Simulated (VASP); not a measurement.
GaN: relaxation of cell and atoms with PBEsol

The system is GaN.

```
CELL_PARAMETERS angstrom
3.18000 0.00000 0.00000
-1.59000 2.75396 0.00000
0.00000 0.00000 5.16600
ATOMIC_POSITIONS crystal
Ga 0.33333 0.66667 0.00000
Ga 0.66667 0.33333 0.50000
N 0.33333 0.66667 0.37500
N 0.66667 0.33333 0.87500
```

```yaml
Program: VASP 6.6.1
Task: relaxation of cell and atoms
Functional: PBEsol
Potentials_or_basis: VASP PAW PBE potentials, release 64 (Ga_d, N)
Cutoff: 600 eV
k_mesh: 12 × 12 × 7
Occupations: fermi-dirac, width 0.05 eV
Spin: no spin polarisation
Further_INCAR_settings: ALGO = Fast; EDIFF = 1e-06; IBRION = 2; EDIFFG = -0.01; NSW = 40; ISIF = 3
```

```
Relaxed volume                         : 11.35 Å³/atom
Relaxed cell                           : a = 3.180 Å, b = 3.180 Å, c = 5.185 Å, α = 90.00°, β = 90.00°, γ = 120.00°
Space group after relaxing (to 0.05 Å) : P6_3mc (No. 186)
Energy gained by relaxing              : 0.5 meV/atom
Ionic steps                            : 6
Pressure after relaxing                : 0.0 GPa
Largest force after relaxing           : 0.009 eV/Å
Band gap on the k mesh                 : 1.90 eV, direct
```

Forces in eV/Å, atoms in the order of the input:
```
Ga   0.000  0.000 -0.009
Ga   0.000  0.000 -0.009
N    0.000  0.000  0.009
N    0.000  0.000  0.009
```

Stress tensor (GPa, compression positive):
```
 0.01  0.00  0.00
 0.00  0.01  0.00
 0.00  0.00 -0.07
```

Step by step:
| step | energy change (eV) | largest force (eV/Å) | pressure (GPa) | volume (Å³) |
| --- | --- | --- | --- | --- |
| 1 | 0.0000 | 0.1313 | 0.49 | 45.24 |
| 2 | -0.0007 | 0.0909 | -0.20 | 45.47 |
| 3 | -0.0019 | 0.0062 | 0.00 | 45.37 |
| 4 | -0.0019 | 0.0080 | 0.20 | 45.37 |
| 5 | -0.0019 | 0.0047 | -0.27 | 45.45 |
| 6 | -0.0020 | 0.0087 | -0.02 | 45.41 |

Final structure:
```
Ga N
1.0
     3.18006    0.00000    0.00000
    -1.59003    2.75401    0.00000
     0.00000    0.00000    5.18457
Ga N
2 2
Direct
  0.33333 0.66667 0.99930
  0.66667 0.33333 0.49930
  0.33333 0.66667 0.37570
  0.66667 0.33333 0.87570
```

Levels at points of the mesh, in eV from the valence-band top:
```csv
k point,band 15,band 16,band 17,band 18,band 19,band 20,band 21,band 22
"(0.00, 0.00, 0.00)",-1.05,-0.05,0.00,0.00,1.90,4.23,9.12,9.83
"(0.50, 0.00, 0.00)",-4.28,-2.79,-2.27,-1.02,4.95,5.52,5.95,8.58
```

It took 10 min on 1 thread of Intel(R) Xeon(R) Platinum 8175M CPU @ 2.50GHz (Skylake/Cascade Lake), on a shared host, peak memory 0.24 GiB.

Caveat: the PAW data sets were made with another functional, which shifts forces and pressure a little. Expect the measured gap to be larger: semilocal functionals such as PBEsol lack the derivative discontinuity.
